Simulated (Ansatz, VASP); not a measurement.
# Cross-check of GaSb between VASP and Ansatz, part 2 of 2

One calculation is typed for both programs; each brings its own data sets. How far apart do they land? The cell is taken from a series of runs on this material, whose earlier steps may have relaxed, scaled, displaced or heated it; both programs get it as it stands.

VASP 6.6.1 and Ansatz 0.2.0.

So far: The structure; VASP: zone-centre phonons, PBEsol.

### 3. Ansatz: zone-centre phonons, PBEsol

Level of this step: Ansatz beside VASP: Kohn-Sham DFT, plane waves, PBEsol (Ansatz).

Ansatz runs on its PAW soft_1 files.

The same cell, functional, mesh and smearing now go to Ansatz, which takes its cutoff from its data sets.

File input.yaml:

```yaml
crystal:
  lattice:
    - [0.0469858878, 3.1004554879, 3.0145142014]
    - [3.1004554879, 0.0469858878, 3.0145142014]
    - [3.1474413758, 3.1474413758, 1.0e-10]
  atoms:
    - { symbol: Ga, position: [-0.0022349638, -0.0022349638, 0.0022349638] }
    - { symbol: Sb, position: [0.7522349638, 0.7522349638, 0.7477650362] }
kpoints:
  mp_grid: { grid: [12, 12, 12] }
hamiltonian:
  xc: pbesol
  pseudopotentials: { kind: paw, azcp: { folder: soft_1 }, xc_functional: pbe }
scf:
  occupations: { method: methfessel_paxton, width: 0.2 }
output:
  eigenvalues: true
phonons:
  method: dfpt
```

Launch:

```console
> ansatz run input.yaml --threads 4 --pin off --max-ram 10240MiB --backend cpu --events-out ev --progress --plain --runs-dir out
```

Numbers of over 12 decimals in the logs are rounded to 6 here.

The log of the run:

```text
zone centre: on kpoints.mp_grid the ground state, and the responses unless they are solved on pairs of k-points, stand on 476 of the mesh's 1728 k-points, reduced under 2 symmetry operations, with k and −k counted as one. Each operation leaves every solved displacement unchanged or reverses it
Engine: ansatz 0.2.0, aarch64-unknown-linux-gnu
Pseudopotentials: kind: paw
Pseudopotential: Ga, paw, valence charge 13, recommended cutoff 420 eV (normal), soft_1/Ga.paw.azcp
Pseudopotential: Sb, paw, valence charge 15, recommended cutoff 420 eV (normal), soft_1/Sb.paw.azcp
Functional definition: PBEsol
  exchange = pbesol_x
  correlation = pbesol_c
Crystal: 2 atoms, lattice volume = 57.943 Å³
Basis set: ecut = 420 eV, 1143 PW (Γ), exchange–correlation on 60×60×60 points (8 copies of the dense FFT grid, shifted against one another)
Bands: 18, of which v1, the nominal top of the filled ones, is band 14 counted from 1 (13 counted from 0)
Symmetry: 4 space group operations
k-points: 476 of 1728 (irreducible under 2 space group operations, time reversal used)
Non-local potential: Ga, projectors of the file, l = 0: 2, l = 1: 2, l = 2: 3, l = 3: 1
Non-local potential: Sb, projectors of the file, l = 0: 2, l = 1: 2, l = 2: 2, l = 3: 1
PAW form: soft (Blöchl's): semilocal exchange-correlation on the pseudo side does not see the compensation charge
PAW frozen core: Ga, regenerated for the run's functional, and the local potential with it (the file was generated under x = pbe(κ = 0.804, μ = 0.219515), c = pbe(β = 0.066725))
PAW frozen core: Sb, regenerated for the run's functional, and the local potential with it (the file was generated under x = pbe(κ = 0.804, μ = 0.219515), c = pbe(β = 0.066725))
PAW one-centre angular grid: Ga, 590 points (default); XC on 64 Gauss nodes
PAW one-centre angular grid: Sb, 590 points (default); XC on 64 Gauss nodes
Initial density: superposition of atomic densities (chi_scale 0.1, normalization cell, long waves kept (reshape's long-wave potential 0.00 eV rms))
Initial wavefunctions: pseudopotential atomic-orbital guess
Functional: x = pbesol(κ = 0.804, μ = 0.123457), c = pbesol(β = 0.046)
SCF iter   1: F=—  HF=-10151.688693 eV  |F-HF|=—  |Δ(HF+E_count)|=         —  Δρ=3.13e-2  dr2=4.05e-1  ethr=3.10e-3  ⟨swp⟩=5.6  Hψ=43912  notcnv=0
preconditioner: auto → Kerker (q_TF=auto, 2.417 Å⁻¹)  [metal: Δε(μ)=0.085 eV  Ē_g=14.661 eV  σ=0.200 eV  W_gap=0.35  n_scr=14 (ndim 8)  ℏωp=20.7 eV  f_vac=0.008  D(μ)=0.05/eV (n_scr^D=0)]
SCF iter   2: F=—  HF=-10151.643412 eV  |F-HF|=—  |Δ(HF+E_count)|=   4.53e-2  S|Δr|=    0.00e0  Δρ=1.94e-2  dr2=1.85e-1  ethr=1.45e-3  ⟨swp⟩=1.0  Hψ=12381  notcnv=0
SCF iter   3: F=—  HF=-10151.602835 eV  |F-HF|=—  |Δ(HF+E_count)|=   4.06e-2  S|Δr|=    0.00e0  Δρ=3.16e-3  dr2=1.42e-2  ethr=6.60e-4  ⟨swp⟩=1.1  Hψ=8634  notcnv=0
SCF iter   4: F=—  HF=-10151.603425 eV  |F-HF|=—  |Δ(HF+E_count)|=   5.90e-4  S|Δr|=    0.00e0  Δρ=1.60e-3  dr2=2.64e-3  ethr=5.07e-5  ⟨swp⟩=2.0  Hψ=10542  notcnv=0
SCF iter   5: F=—  HF=-10151.604174 eV  |F-HF|=—  |Δ(HF+E_count)|=   7.49e-4  S|Δr|=    0.00e0  Δρ=4.30e-4  dr2=1.32e-4  ethr=9.44e-6  ⟨swp⟩=2.4  Hψ=13397  notcnv=0
SCF iter   6: F=—  HF=-10151.604330 eV  |F-HF|=—  |Δ(HF+E_count)|=   1.56e-4  S|Δr|=    0.00e0  Δρ=1.53e-4  dr2=9.26e-6  ethr=4.70e-7  ⟨swp⟩=2.0  Hψ=12862  notcnv=0
SCF iter   7: F=—  HF=-10151.604315 eV  |F-HF|=—  |Δ(HF+E_count)|=   1.54e-5  S|Δr|=    0.00e0  Δρ=1.00e-4  dr2=4.09e-6  ethr=3.31e-8  ⟨swp⟩=2.0  Hψ=12861  notcnv=0
SCF iter   8: F=—  HF=-10151.604319 eV  |F-HF|=—  |Δ(HF+E_count)|=   4.32e-6  S|Δr|=    0.00e0  Δρ=1.65e-5  dr2=1.57e-7  ethr=1.46e-8  ⟨swp⟩=2.0  Hψ=12859  notcnv=0
SCF iter   9: F=—  HF=-10151.604318 eV  |F-HF|=—  |Δ(HF+E_count)|=   7.03e-7  S|Δr|=    0.00e0  Δρ=6.70e-6  dr2=4.24e-8  ethr=5.61e-10  ⟨swp⟩=2.0  Hψ=12862  notcnv=0
SCF iter  10: F=—  HF=-10151.604318 eV  |F-HF|=—  |Δ(HF+E_count)|=   7.12e-8  S|Δr|=    0.00e0  Δρ=2.24e-6  dr2=5.76e-9  ethr=1.51e-10  ⟨swp⟩=2.0  Hψ=10475  notcnv=0
SCF iter  11: F=—  HF=-10151.604318 eV  |F-HF|=—  |Δ(HF+E_count)|=   3.96e-9  S|Δr|=    0.00e0  Δρ=8.58e-7  dr2=6.46e-10  ethr=2.06e-11  ⟨swp⟩=2.0  Hψ=10169  notcnv=0
SCF iter  12: F=—  HF=-10151.604318 eV  |F-HF|=—  |Δ(HF+E_count)|=  6.53e-10  S|Δr|=    0.00e0  Δρ=2.05e-7  dr2=3.08e-11  ethr=2.31e-12  ⟨swp⟩=2.4  Hψ=11727  notcnv=0
SCF iter  13: F=-10151.604318 eV  HF=-10151.604318 eV  |F-HF|=5.46e-12  |Δ(HF+E_count)|=  4.73e-11  S|Δr|=    0.00e0  Δρ=6.97e-8  dr2=4.09e-12  ethr=1.00e-12  ⟨swp⟩=6.0  Hψ=40438  notcnv=0
SCF 1 converged in 13 iterations: F = -10151.604318 eV  dr2 = 4.09e-12
  greatest PAW one-centre occupation: 0.996 electrons in one spin orbital (limit 2), on the Sb atom at site 1 (counted from 0), in its partial waves of l = 2
DFPT response loops at Γ: preconditioner auto → Kerker (q_TF=auto, 2.417 Å⁻¹) (partly filled bands, converged f_vac=0.080); β = 1.00, the filter's whole step (`scf.mixing.beta` (0.50) is not read by the response loops under this deck's `scf.mixing.preconditioner`; to damp them name `kerker` or `kerker_dos`, under which they read `scf.mixing.beta`, and type it under 1.00, their step now; both keys bind the ground state too); Broyden in place of MSR1
SCF converged after 13 iterations
Stability not checked: this state was not tested for a lower state beside it, because cold or Methfessel-Paxton smearing, or corrected tetrahedra, fill the levels in a way that the test cannot read (fill_not_monotonic; see scf.lower_state_search)
Free energy (F): -10151.604318 eV
Harris-Foulkes:  -10151.604318 eV  (|F-HF|=5.46e-12)
Internal energy: -10151.604653 eV  (E = F + TS)
E sigma→0 (E₀):  -10151.604402 eV
Entropy (-TS):   0.000335 eV (0.167 meV/atom)
Fermi energy:    7.590809 eV
Step filling:    the computed levels leave a gap of 0.0634 eV = 0.3 smearing widths at the electron count; against every level under it full and every level over it empty, smearing changes F+E_penalty+E_count by +0.189 meV and its σ→0 estimate by +0.106 meV
--- Per-component energies (eV) ---
  E_band       = -265.002020
  E_kinetic    = 275.324839
  E_local      = -3396.654702  (includes V_loc(G=0)·N_el)
  E_nonlocal   = 299.525414
  E_hartree    = 1734.128070
  E_xc         = -160.199134
  E_vxc        = -145.831165  (∫ρ·V_xc dr)
  E_paw        = -6420.582989  (= ΣΔE_a)
  E_vpaw       = -765.622446  (= ΣTr[D̂ρ^β])
  E_aug_tail   = -0.000078  (compensation charges beyond the density's cutoff)
  E_ewald      = -2484.340908
  E_core_change = 1.194834  (= ΣΔE_core)
  E_smearing   = 0.000335  (= −TS)
  E_closure    = -0.000000  (closes the sum)
  Σ components = -10151.604318   (vs F -10151.604318, Δ=0.00e0)
--- Band table (eV; the first three rows and the last of 476) ---
  k-point 0: bands = [... 10 lower, -3.8981, 7.3662, 7.3678, 7.5780, 7.6414, 10.2060, 10.2666, 10.4504]
  k-point 1: bands = [... 10 lower, -3.8293, 6.0914, 7.4283, 7.4544, 8.3555, 10.3441, 10.5231, 10.6077]
  k-point 2: bands = [... 10 lower, -3.6273, 4.7224, 7.1722, 7.1820, 8.5363, 10.7060, 10.9444, 11.4043]
  k-point 475: bands = [... 10 lower, -1.4389, 0.8528, 4.7275, 5.0316, 8.1574, 8.6998, 16.0672, 16.2400]
--- Phonons (Γ-DFPT): 4 representative perturbations + reference, on 476 of 1728 k-points (Σ response iterations 12) ---
  k mesh reduced under 2 symmetry operations, with k and −k counted as one. Each operation leaves every solved displacement unchanged or reverses it
  ASR residual: 3.062e-5 → 0.000e0 eV/Å²; symmetrization residual: 1.679e-6 eV/Å²
  ASR residual per site (eV/Å²): 3.06e-5 1.60e-5
  Γ frequencies (cm⁻¹): 0.00 0.00 0.00 210.50 213.80 216.24
  non-analytic LO–TO correction: not included (Born effective charges unavailable; polar crystals: no LO–TO splitting at Γ)
```

### 4. Differences

Known differences besides the potentials themselves: the data sets hold 28 valence electrons in Ansatz (on its PAW soft_1 files) and 18 in VASP; the cutoff is 420 eV in Ansatz and 500 eV in VASP; Ansatz makes its cores anew for this functional, VASP keeps those of its PBE data sets. Total energies have different zeros and are not compared.

Compared:

```
             quantity  Ansatz   VASP  difference
optical mode 1 (cm⁻¹)   210.5  212.0     -0.71 %
optical mode 2 (cm⁻¹)   213.8  214.9     -0.52 %
optical mode 3 (cm⁻¹)   216.2  217.6     -0.63 %
```

Modes are paired by rising frequency, not by their patterns, so a pair may set unlike modes beside each other; they are those without the splitting of longitudinal modes.

### 5. What came out

```
r.m.s. difference of the optical zone-centre modes, each program's sorted by frequency (zone-centre phonons, PBEsol) : 1.3 cm⁻¹
difference in optical mode 1 (zone-centre phonons, PBEsol)                                                           : -0.7 %
```

**Reading.** The r.m.s. difference of the optical zone-centre modes, each program's sorted by frequency is 1.3 cm⁻¹ (zone-centre phonons, PBEsol). The data sets hold unlike numbers of valence electrons (28 in Ansatz and 18 in VASP), so part of the differences comes from the potentials. Among the rows given in per cent, the largest difference of the zone-centre phonons, PBEsol pair is in optical mode 1, -0.7 %. Such differences can come from data sets, numerical settings and the points named under the comparisons, not from the functional's error against experiment.

[Lines on the potential files, build, host, timing and source positions are cut from VASP's logs without a mark.]

[Logs are printed without paths, hosts, clocks, repeated set-up lines and the standing remarks that a program may print on its own settings, such as how far it seeks lower states.]

[Hosts, paths, dates, database ids (printed as entryN), source tags and the programs' standing remarks are cut or masked in the printed files.]
